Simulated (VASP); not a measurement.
# Y: single point with PBE

Y:

```
Y
1.0
     2.99955    0.00000    0.00000
     1.49977   -3.08351    0.00000
     0.00000    0.00000   -5.20040
Y
2
Direct
  0.10500 0.79000 0.75000
  0.89500 0.21000 0.25000
```

The cell was built by a generator and needn't be a form met in nature.

* Program: VASP 6.6.1
* Task: single point
* Functional: PBE
* Potentials or basis: VASP PAW PBE potentials, release 64 (Y_sv)
* Cutoff: 520 eV
* k mesh: 7 × 7 × 4
* Occupations: fermi-dirac, width 0.1 eV
* Spin: no spin polarisation

| Item | Value |
| --- | --- |
| Pressure | 17.3 GPa |
| Largest force | 0.668 eV/Å |
| Band gap on the k mesh | none (metal or under the smearing width) |

Forces in eV/Å, atoms in the order of the input:
```
Y    0.000  0.668  0.000
Y    0.000 -0.668  0.000
```

Stress tensor (GPa, compression positive):
```
20.55  0.00  0.00
 0.00 12.28  0.00
 0.00  0.00 19.05
```

Levels at points of the mesh, in eV from the Fermi level:
```
           k point  band 8  band 9  band 10  band 11  band 12  band 13  band 14  band 15
(0.00, 0.00, 0.00)  -21.27   -4.84    -2.10     0.72     0.93     1.82     2.87     2.92
(0.00, 0.00, 0.50)  -21.33   -3.10    -3.10     0.86     0.86     1.25     1.25     3.36
```

It took 48 s on 1 thread of Intel(R) Xeon(R) Platinum 8488C (Sapphire Rapids) (shared host), peak memory 0.2 GiB.

Caveat: so large a pressure means that the cell lies far from this level's equilibrium, or that cutoff or potentials fall short.
